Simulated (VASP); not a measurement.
Here is a VASP 6.6.1 calculation.

The input INCAR:

```
PREC = Accurate
ENCUT = 520
EDIFF = 1E-6
ISMEAR = -1
SIGMA = 0.02
LREAL = False
LASPH = True
NELM = 100
ALGO = Normal
ISIF = 2
LWAVE = False
LCHARG = False
GGA = PE
NBANDS = 16
```

File KPOINTS:

```
regular mesh
0
Gamma
  12 12 6
```

File POSCAR:

```
BN
1.0
    2.4913353474     -0.0520689087      0.0000000000
   -1.2907606715      2.1835941546      0.0000000000
    0.0000000000      0.0000000000      4.0010591824
B N
2 2
Direct
    0.0000000000      0.0000000000      0.0000000000
    0.0000000000      0.0000000000      0.5000000000
    0.3458795905      0.6669733160      0.2500000000
    0.6541204095      0.3330266840      0.7500000000
```

Potentials or basis: VASP PAW PBE potentials, release 64 (B, N).

The run is started by

```sh
$ cat potpaw_PBE.64/B/POTCAR potpaw_PBE.64/N/POTCAR > POTCAR
$ mpirun -np 1 vasp_std > vasp.out
```

(1) Predict the band gap on the k mesh.

(2) What does it give for the pressure?

(3) What does it give for the largest force?

Answers

(1) 1.56 eV, indirect (least direct gap 4.92 eV).

(2) 5.9 GPa.

(3) 0.044 eV/Å.
